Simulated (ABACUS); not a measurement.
ZrC:

```xyz
2
Lattice="0.0000 2.3650 2.3650 2.3650 0.0000 2.3650 2.3650 2.3650 0.0000" Properties=species:S:1:pos:R:3 pbc="T T T"
Zr    2.3650    2.3650    2.3650
C     0.0000    0.0000    0.0000
```

- Program: ABACUS 3.10.1
- Task: single point
- Functional: PBE
- Potentials or basis: PseudoDojo NC SR 0.4.1 PBE standard
- Cutoff: 1116 eV
- Density cutoff: 4463 eV
- Basis: plane waves
- k mesh: 10 × 10 × 10
- Occupations: fermi-dirac, width 0.05 eV
- Spin: no spin polarisation

On this cell: pressure -2.8 GPa; largest force zero by symmetry; band gap on the k mesh none (metal or under the smearing width).

The same run follows on a disturbed copy (atoms moved at random, drawn with an rms of 0.05 Å):

```
Zr C
1.0
     0.00000    2.36500    2.36500
     2.36500    0.00000    2.36500
     2.36500    2.36500    0.00000
Zr C
1 1
Direct
  0.49014 0.49591 0.50642
  0.98906 0.99528 0.02158
```

**Question.** What does the disturbed cell give?

**Answer.** The energy (extrapolated to zero smearing) moves by +3.9 meV/atom; pressure -2.6 GPa; largest force 0.309 eV/Å; band gap on the k mesh none (metal or under the smearing width).

Forces on the atoms (eV/Å):
```
Zr   0.221  0.215 -0.027
C   -0.221 -0.215  0.027
```

Stress tensor (GPa, compression positive):
```
-2.53 -0.14  0.02
-0.14 -2.55  0.02
 0.02  0.02 -2.79
```
